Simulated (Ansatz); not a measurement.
TiAl$_{3}$: strain energy, fitted

TiAl$_{3}$, Pm-3m, a = 3.948 Å. This isn't the usual stable structure of the compound. Ansatz: PBEsol, PAW, 420 eV, Γ-centred 14×14×14 mesh on 4 atoms, Gaussian smearing 0.10 eV; no spin polarisation. Series: strain along c alone, the other axes held, atoms fixed by symmetry; x is the strain in per cent. y is the free energy over the unstrained cell, V0 = 15.388 Å³/atom.

```tsv
x (%)	y (meV/atom)
-6.0	38.24
-4.0	16.35
-2.0	3.94
0.0	0.00
2.0	?
4.0	13.67
6.0	29.60
```

Question: Fit y = c2 x² + c3 x³ to the other rows, turn c2 into a modulus, and predict the missing energy.

Answer: Least squares on the rows shown. y = 0.94156 x² − 0.020077 x³. In eV per unit strain² c2 is 9.416; this is C33 with relaxed ions (E = ½ C33 V0 ε²): 2 × 9.416 × 160.2 / (15.388) = 196 GPa. At x = 2.0 the fit asked for gives 3.61 meV/atom. The run gave 3.53 meV/atom, so the fit is 0.08 meV/atom too high, within twice the rms miss on the fitted rows (0.05 meV/atom).